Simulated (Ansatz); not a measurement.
**WC and the effect of the Hubbard U on W d**

The cell as given:

```yaml
crystal:
  lattice:
    - [0.00000, 2.19268, 2.19268]
    - [2.19268, 0.00000, 2.19268]
    - [2.19268, 2.19268, 0.00000]
  atoms:
    - { symbol: W, position: [0.00000, 0.00000, 0.00000] }
    - { symbol: C, position: [0.50000, 0.50000, 0.50000] }
```

The cell is a database's computed one, not the measured one.

Kept alike: task relaxation of cell and atoms; functional PBEsol; k mesh 10 × 10 × 10; occupations fermi-dirac, width 0.05 eV; no spin polarisation. Program: Ansatz, Ansatz PAW, cutoff 420 eV. The mesh is that of the run's cell of 2 atoms. No spin-orbit coupling.

```csv
"Hubbard U on W d, U (eV)",volume (Å³/atom)
0,10.252
1,?
2,10.259
3,10.263
4,10.268
5,10.272
6,10.277
8,10.290
```

U acts here on a shell without spin polarisation. The relaxations keep at least the cell's symmetry (Fm-3m). For a metal such a mesh leaves the last digits unconverged. Relaxations stop with a little pressure left, so the last digits of a volume or edge aren't settled. Ansatz's relaxations hold a Pulay term in the stress (up to 0.3 GPa here). How U acts hangs on the program's projectors. All rows use potentials made for PBE. U is the effective U - J on orthogonalised atomic projectors. Double counting: fully localised limit (the default).

Q: Fit the rows shown and predict the run at 1 eV.

A: A least-squares parabola through the rows shown is volume = 0.000221 U² + 0.00292 U + 10.2522 (largest miss 0.0007); at U = 1 it gives 10.255 Å³/atom. The run gave: volume 10.256 Å³/atom.

The volume of rocksalt WC barely responds to U: it rises in every row, but only from 10.252 to 10.290 Å³/atom over the whole range. The good prediction at 1 eV reflects this smooth, weak dependence and lends no physical meaning to the parabola's coefficients.

The W 5d shell is spatially extended and mixes strongly with C 2p, so cohesion rests on broad covalent p-d bands alongside metallic d states, not on a localised shell. The correction penalises fractional d occupations, which probably weakens the p-d mixing slightly and lengthens the bonds. Its pull on the volume depends on how those occupations change with compression, and is small for orbitals near half filling, a plausible reason for the muted response here.

Such insensitivity neither justifies a large U for this metallic carbide nor helps to select a value. Tungsten monocarbide is ordinarily hexagonal, and with only the cubic form computed, the effect of U on the balance between the two structures remains open.
